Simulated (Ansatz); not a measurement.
The system is SiNi.

```xyz
8
Lattice="4.5037 0.0000 0.0000 0.0000 4.5037 0.0000 0.0000 0.0000 4.5037" Properties=species:S:1:pos:R:3 pbc="T T T"
Ni    0.6733    0.6733    0.6733
Ni    2.9252    1.5785    3.8304
Ni    3.8304    2.9252    1.5785
Ni    1.5785    3.8304    2.9252
Si    3.8139    3.8139    3.8139
Si    1.5620    2.9417    0.6898
Si    0.6898    1.5620    2.9417
Si    2.9417    0.6898    1.5620
```

The cell is a database's computed one.

```yaml
Program: Ansatz 0.2.0
Task: relaxation of cell and atoms
Functional: revPBE
Potentials_or_basis: Ansatz PAW
Cutoff: "420 eV (not typed: the program's choice for these potentials)"
k_mesh: 6 × 6 × 6
Occupations: fermi-dirac, width 0.05 eV
Spin: collinear spin, ferromagnetic start
Starting_moments: "[1.0, 1.0, 1.0, 1.0, 0.0, 0.0, 0.0, 0.0] μB"
```

At the start: volume 11.42 Å³/atom.

Where does the relaxation end?

It ends after 6 steps and the volume is 11.70 Å³/atom (+2.5 %); space group P2_13 (No. 198, to 0.05 Å); moment 0.00 μB per cell.

The path:
| step | energy change (eV) | largest force (eV/Å) | volume (Å³) |
| --- | --- | --- | --- |
| 1 | 0.0000 | 0.0214 | 91.35 |
| 2 | -0.0239 | 0.0231 | 92.56 |
| 3 | -0.0302 | 0.0193 | 93.57 |
| 4 | -0.0303 | 0.0119 | 93.57 |
| 5 | -0.0304 | 0.0002 | 93.62 |
| 6 | -0.0312 | 0.0002 | 93.62 |

Final structure:
```
Ni Si
1.0
     4.54077    0.00000    0.00000
     0.00000    4.54077    0.00000
     0.00000    0.00000    4.54077
Ni Si
4 4
Direct
  0.14841 0.14841 0.14841
  0.64841 0.35159 0.85159
  0.85159 0.64841 0.35159
  0.35159 0.85159 0.64841
  0.84647 0.84647 0.84647
  0.34647 0.65353 0.15353
  0.15353 0.34647 0.65353
  0.65353 0.15353 0.34647
```

Caveat: the plane-wave basis is chosen anew once the cell has moved, so the energies of steps on either side of that aren't comparable; the PAW data sets come from PBE, with cores solved anew for the run's functional, which leaves a small shift of forces and pressure; the starting moments weren't kept.
